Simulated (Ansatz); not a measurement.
Co, 2 atoms in the cell. Symmetry: P6_3/mmc, No. 194, hexagonal system. Conventional cell: a = 2.472 Å, b = 2.472 Å, c = 4.021 Å, α = 90.00°, β = 90.00°, γ = 120.00°. Co (site symmetry -6m2) is surrounded by 12 Co at 2.47 Å. 

* Program: Ansatz 0.2.0
* Task: density of states
* Functional: PBE
* Dispersion: D3(BJ)
* Potentials or basis: all-electron LAPW, Dirac moment of small components
* Cutoff: 315 eV (chosen from the basis error)
* Basis error allowed: 0.001 eV/atom
* k mesh: 12 × 12 × 7
* Occupations: fermi-dirac, width 0.025 eV
* Spin: collinear spin, antiferromagnetic start
* Starting moments: [2.5, -1.5] μB
* Fixed moment: 1 μB

Potentials or basis: all-electron LAPW, Dirac moment of small components.

Command:

```sh
$ ansatz run input.yaml --threads 2 --pin off --max-ram 6144MiB --backend cpu --events-out ev --progress --plain --runs-dir out
```

Hardware: 2 threads of Arm Neoverse V2 (shared host).

Estimate the wall time of this run.

It took 61 s on 2 threads of Arm Neoverse V2 (shared host), peak memory 0.53 GiB. Counts: scf iterations 30, plane waves 287, k points 76, bands 22.
